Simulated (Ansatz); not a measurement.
## TlBr: how much do the potentials matter?

TlBr in the CsCl structure, in a typed cell, not relaxed.

```
Tl Br
1.0
     4.05000    0.00000    0.00000
     0.00000    4.05000    0.00000
     0.00000    0.00000    4.05000
Tl Br
1 1
Cartesian
  0.0000 0.0000 0.0000
  2.0250 2.0250 2.0250
```

DFT in Ansatz; PBE; k mesh 4×4×4; fixed occupations; no spin. Phonons (linear response) are harmonic and in cm⁻¹; i marks an unstable mode. Zone-centre lists hold the optical modes without the non-analytic term.

Caveats: coarse k mesh; the program warns that the mesh is coarse for the field response; soft modes or ε∞ of this crystal moved by over a tenth between k meshes, so they aren't converged.

The reference is the run on all-electron PAW datasets (no frozen core) at 290 eV and 33.22 Å³ an atom: top Γ mode (cm⁻¹) 13; lowest mode at q = [0.5, 0.5, 0.5] (cm⁻¹) 36; top mode at q = [0.5, 0.5, 0.5] (cm⁻¹) 78; mean ε∞ 5.55; mean Born charge of Tl (e) 2.05.

Question: The same calculation was made on Ansatz generated PAW, Ansatz hand-made PAW, JTH PAW, PseudoDojo norm-conserving, GBRV ultrasoft, Ansatz norm-conserving. How far do the results move?

Answer: 
```
                potentials  cutoff (eV)  top Γ mode (cm⁻¹)  lowest mode at q = [0.5, 0.5, 0.5] (cm⁻¹)  top mode at q = [0.5, 0.5, 0.5] (cm⁻¹)  mean ε∞  mean Born charge of Tl (e)
      Ansatz generated PAW          420                 12                                         36                                      78     5.55                        2.05
      Ansatz hand-made PAW          680                 13                                         36                                      78     5.55                        2.05
                   JTH PAW         1800                 11                                         36                                      78     5.56                        2.06
PseudoDojo norm-conserving          820                 12                                         36                                      78     5.53                        2.04
            GBRV ultrasoft          544                 11                                         36                                      78     5.55                        2.05
    Ansatz norm-conserving          820                 13                                         36                                      78     5.55                        2.05
```

The largest move among the frequencies in the table is 1.7 cm⁻¹, in the top Γ mode on GBRV ultrasoft.
